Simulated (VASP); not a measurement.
# InAs (F-43m) in VASP: further runs, part 2 of 2

VASP 6.6.1.

## (6) Single point, PBEsol+D3(BJ)

This run uses another cell than the first one, of 28.59 Å³/atom, 1.083 times its volume.

Input file INCAR:

```
  ALGO = Normal
  EDIFF = 1E-6
  ENCUT = 520
  GGA = PS
  ISIF = 2
  ISMEAR = 0
  IVDW = 12
  LASPH = T
  LCHARG = F
  LREAL = F
  LWAVE = F
  NBANDS = 16
  NELM = 100
  PREC = Accurate
  SIGMA = 0.01
```

Input file KPOINTS:

```
k-points
0
Gamma
  8 8 8
```

Input file POSCAR:

```
InAs
1.0
    0.0000000000      3.0577150807      3.0577150807
    3.0577150807      0.0000000000      3.0577150807
    3.0577150807      3.0577150807      0.0000000000
In As
1 1
Direct
    0.0000000000      0.0000000000      0.0000000000
    0.7500000000      0.7500000000      0.7500000000
```

Potentials or basis: VASP PAW PBE potentials, release 64 (In_d, As).

On the command line:

```console
cat potpaw_PBE.64/In_d/POTCAR potpaw_PBE.64/As/POTCAR > POTCAR
mpirun -np 1 vasp_std > vasp.out
```

OUTCAR:

```text
EDIFF = 1E-6
   ENCUT = 520
   GGA = PS
   ISIF = 2
   ISMEAR = 0
   IVDW = 12
   LASPH = T
   LREAL = F
   NELM = 100
   PREC = Accurate
 IVDW          = 12

 ion  position               nearest neighbor table
   1  0.000  0.000  0.000-   2 2.65   2 2.65   2 2.65   2 2.65
   2  0.750  0.750  0.750-   1 2.65   1 2.65   1 2.65   1 2.65

  LATTYP: Found a face centered cubic cell.
 ALAT       =     6.1154301614

  Lattice vectors:

 A1 = (   0.0000000000,   3.0577150807,   3.0577150807)
[... 641 lines left out ...]

------------------------ aborting loop because EDIFF is reached ----------------------------------------

 Edisp (eV)   -0.61047

 E8    (eV) :    -0.4201

  FORCE on cell =-STRESS in cart. coord.  units (eV):
  Direction    XX          YY          ZZ          XY          YZ          ZX
  --------------------------------------------------------------------------------------
  -------------------------------------------------------------------------------------
  Total      -0.84124    -0.84124    -0.84124     0.00000     0.00000    -0.00000
  in kB     -23.57280   -23.57280   -23.57280     0.00000     0.00000    -0.00000
  external pressure =      -23.57 kB  Pullay stress =        0.00 kB

 VOLUME and BASIS-vectors are now :
 -----------------------------------------------------------------------------
  energy-cutoff  :      520.00
  volume of cell :       57.18
      direct lattice vectors                 reciprocal lattice vectors
     0.000000000  3.057715081  3.057715081    -0.163520795  0.163520795  0.163520795
     3.057715081  0.000000000  3.057715081     0.163520795 -0.163520795  0.163520795
     3.057715081  3.057715081  0.000000000     0.163520795  0.163520795 -0.163520795

 POSITION                                       TOTAL-FORCE (eV/Angst)
 -----------------------------------------------------------------------------------
      0.00000      0.00000      0.00000         0.000000      0.000000      0.000000
      4.58657      4.58657      4.58657        -0.000000     -0.000000     -0.000000
 -----------------------------------------------------------------------------------
    total drift:                                0.000000      0.000000     -0.000000

  FREE ENERGIE OF THE ION-ELECTRON SYSTEM (eV)
  ---------------------------------------------------
  free  energy   TOTEN  =        -9.0959996884 eV

  energy  without entropy=       -9.0959695590  energy(sigma->0) =       -9.09598462
```

Wall time 38 s (1 thread of AMD EPYC 7R13, shared host); peak memory 0.17 GiB.

Results:

```yaml
Free_energy: -9.0960 eV
Pressure: -2.4 GPa
Band_gap_on_the_k_mesh: zero (filled and empty bands touch)
Dispersion_energy_per_atom: -0.305 eV
```

Caveat: three body term missing; the PAW data sets were made with another functional, which shifts forces and pressure a little; spin-orbit coupling is left out, which moves the levels of the heavy elements; pairwise dispersion overbinds metals, which lowers pressure and volume.

## (7) Summary

| cell | gap on the mesh (eV) | pressure (GPa) |
| --- | --- | --- |
| a = 4.210 Å, angles 60.0°, 2 atoms | none | 2.5 |
| a = 4.239 Å, angles 60.0°, 2 atoms | none | 1.0 |
| a = 4.268 Å, angles 60.0°, 2 atoms | none | -0.2 |
| a = 4.296 Å, angles 60.0°, 2 atoms | none | -1.4 |
| a = 4.324 Å, angles 60.0°, 2 atoms | none | -2.4 |

Alike in all rows: task single point; level PBEsol+D3(BJ); potentials or basis VASP PAW PBE potentials, release 64 (In_d, As); no spin polarisation; k mesh 8 × 8 × 8; cutoff (eV) 520; smearing gaussian 0.01 eV.

Caveats: three body term missing; the PAW data sets were made with another functional, which shifts forces and pressure a little; spin-orbit coupling is left out, which moves the levels of the heavy elements; pairwise dispersion overbinds metals, which lowers pressure and volume.

Absolute energies hang on the potentials; compare differences alone.

## (8) Against experiment

Step 2. Against the measured gap of InAs, 0.418 eV (direct; 4.2 K; a printed reference work, data compilation), the calculated 0.00 eV is off by -0.42 eV. Spin-orbit coupling on As, In is left out. The value is that of PBEsol+D3(BJ) on a finite k mesh, which can miss the band edges, without temperature or zero-point motion. Semilocal functionals fall short of measured gaps as a rule.

Step 3. Against the measured gap of InAs, 0.418 eV (direct; 4.2 K; a printed reference work, data compilation), the calculated 0.00 eV is off by -0.42 eV. Spin-orbit coupling on As, In is left out. The value is that of PBEsol+D3(BJ) on a finite k mesh, which can miss the band edges, without temperature or zero-point motion. Semilocal functionals fall short of measured gaps as a rule.

Step 4. A measured gap of InAs is 0.418 eV (direct; 4.2 K; a printed reference work, data compilation); the calculated 0.00 eV misses it by -0.42 eV. Spin-orbit coupling on As, In is left out. The value is that of PBEsol+D3(BJ) on a finite k mesh, which can miss the band edges, without temperature or zero-point motion. Semilocal functionals fall short of measured gaps as a rule.

Step 5. Measured gap of InAs: 0.418 eV (direct; 4.2 K; a printed reference work, data compilation). This calculation gives 0.00 eV (-0.42 eV). Spin-orbit coupling on As, In is left out. The value is that of PBEsol+D3(BJ) on a finite k mesh, which can miss the band edges, without temperature or zero-point motion. Semilocal functionals fall short of measured gaps as a rule.

Step 6. A measured gap of InAs is 0.418 eV (direct; 4.2 K; a printed reference work, data compilation); the calculated 0.00 eV misses it by -0.42 eV. Spin-orbit coupling on As, In is left out. The value is that of PBEsol+D3(BJ) on a finite k mesh, which can miss the band edges, without temperature or zero-point motion. Semilocal functionals fall short of measured gaps as a rule.
